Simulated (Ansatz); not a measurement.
## Pressure against volume: WSe$_{2}$

Space group P6_3/mmc (No. 194). a = 3.290 Å, b = 3.290 Å, c = 12.970 Å, α = 90.00°, β = 90.00°, γ = 120.00°
```tsv
atom	site	symmetry	x	y	z
W	2c	-6m2	0.3333	0.6667	0.2500
Se	4f	3m.	0.3333	0.6667	0.6210
```

The runs use the primitive cell with vectors (3.290, 0.000, 0.000), (-1.645, 2.849, 0.000), (0.000, 0.000, 12.970) Å, to which the k mesh refers.

The cell is COD entry 9009146, as deposited and not checked against the literature; nothing was relaxed.

No spin–orbit coupling, which matters for the heavy atoms here.

Levels of theory: DFT, PBE, all-electron LAPW, scalar-relativistic (Ansatz 0.2.0); DFT, PBE, PAW with Ansatz's default frozen-core files, scalar-relativistic (Ansatz 0.2.0).

For LAPW: a Γ-centred 11×11×3 k mesh, Fermi–Dirac smearing of 0.08 eV, basis error target 0.5 meV/atom, no spin polarisation. PAW takes a cutoff of 420 eV at this cell. The Ansatz runs share mesh, smearing and spin set-up. Plane-wave (PAW) pressures include the program's estimate of the Pulay term.

The cell above is scaled evenly, with fractional coordinates and shape held.

```csv
V/V(cell),V (Å³/atom),"P, LAPW (GPa)","P, PAW (GPa)","gap on the k mesh, LAPW (eV)"
0.9400,19.048,14.15,14.12,0.89
0.9600,19.453,10.31,10.27,0.92
0.9800,19.858,?,?,?
0.9900,20.061,5.26,5.22,0.94
1.0000,20.263,3.75,3.71,0.95
1.0100,20.466,2.32,2.27,0.96
1.0200,20.669,0.96,0.92,0.97
1.0400,21.074,-1.55,-1.60,0.98
1.0600,21.479,-3.81,-3.85,0.99
```

Problem. Fill in the row V/V(cell) = 0.9800.

Solution. P, LAPW (GPa) = 6.85, P, PAW (GPa) = 6.82, gap on the k mesh, LAPW (eV) = 0.94.

Problem. What do Birch–Murnaghan fits to the pressures give?

Solution. LAPW: V0 = 20.82 Å³/atom, B0 = 131 GPa, B0′ = 4.4; PAW: V0 = 20.81 Å³/atom, B0 = 131 GPa, B0′ = 4.4.

PAW's V0 lies -0.03 % from the all-electron value and its B0 0.2 %. With shape and internal coordinates held, B0 is an upper bound to the relaxed modulus.
